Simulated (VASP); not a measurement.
## LiF: relaxation of the atoms with PBE+D3

Slab: LiF, a slab with vacuum.

```
Li F
1.0
     2.84823    0.00000    0.00000
     0.00000    2.84823    0.00000
     0.00000    0.00000   25.07000
Li F
6 6
Cartesian
  1.4241 1.4241 7.5000
  0.0000 0.0000 9.5140
  1.4241 1.4241 11.5280
  0.0000 0.0000 13.5420
  1.4241 1.4241 15.5560
  0.0000 0.0000 17.5700
  0.0000 0.0000 7.5000
  1.4241 1.4241 9.5140
  0.0000 0.0000 11.5280
  1.4241 1.4241 13.5420
  0.0000 0.0000 15.5560
  1.4241 1.4241 17.5700
```

The cell isn't the ideal one: the (1 0 0) slab of LiF, cut from the database cell, not relaxed.

* Program: VASP 6.6.1
* Task: relaxation of the atoms
* Functional: PBE
* Dispersion: D3
* Potentials or basis: VASP PAW PBE potentials, release 64 (Li_sv, F)
* Cutoff: 520 eV
* k mesh: 9 × 9 × 1
* Occupations: gaussian, width 0.05 eV
* Spin: no spin polarisation
* Dipole correction: yes
* Atoms held fixed (from 0): [0, 6, 1, 7, 2, 8]
* Further INCAR settings: ALGO = Normal; EDIFF = 1e-06; IBRION = 2; EDIFFG = -0.005; NSW = 40

```
Energy gained by relaxing  : 1.0 meV/atom
Ionic steps                : 23
Band gap on the k mesh     : 6.24 eV, indirect (least direct gap 6.38 eV)
Dispersion energy per atom : -0.114 eV
```

Step by step:
```
step  energy change (eV)  largest force (eV/Å)  pressure (GPa)
   1              0.0000                0.3343           -1.33
   2             -0.0080                0.3345           -1.33
   3             -0.0111                0.3343           -1.34
   4             -0.0114                0.3343           -1.34
   5             -0.0114                0.3341           -1.34
   6             -0.0114                0.3342           -1.34
   7             -0.0114                0.3343           -1.34
   8             -0.0115                0.3339           -1.34
   9             -0.0116                0.3343           -1.32
  10             -0.0117                0.3340           -1.32
  11             -0.0118                0.3341           -1.30
  12             -0.0118                0.3338           -1.29
  13             -0.0118                0.3339           -1.29
  14             -0.0120                0.3343           -1.27
  15             -0.0122                0.3345           -1.24
  16             -0.0121                0.3344           -1.18
  17             -0.0122                0.3345           -1.22
  18             -0.0123                0.3345           -1.22
  19             -0.0123                0.3346           -1.22
  20             -0.0124                0.3341           -1.22
  21             -0.0124                0.3343           -1.23
  22             -0.0124                0.3343           -1.23
  23             -0.0124                0.3343           -1.23
```

Final structure:
```
Li F
1.0
     2.84823    0.00000    0.00000
     0.00000    2.84823    0.00000
     0.00000    0.00000   25.07000
Li F
6 6
Direct
  0.50000 0.50000 0.29916
  0.00000 0.00000 0.37950
  0.50000 0.50000 0.45983
  0.00000 0.00000 0.53946
  0.50000 0.50000 0.61948
  0.00000 0.00000 0.69774
  0.00000 0.00000 0.29916
  0.50000 0.50000 0.37950
  0.00000 0.00000 0.45983
  0.50000 0.50000 0.53955
  0.00000 0.00000 0.61913
  0.50000 0.50000 0.70052
```

Levels at points of the mesh, in eV from the valence-band top:
```tsv
k point	band 28	band 29	band 30	band 31	band 32	band 33
(0.00, 0.00, 0.00)	-0.28	-0.14	-0.14	6.24	6.90	7.67
```

Run time: 16 min on 1 thread of Intel(R) Xeon(R) Platinum 8559C (Emerald Rapids) (shared host), peak memory 0.38 GiB.

Caveat: the cutoff is under 1.25 times the usual one of these potentials, so pressure, stress and relaxed cells hold a basis-set (Pulay) error.
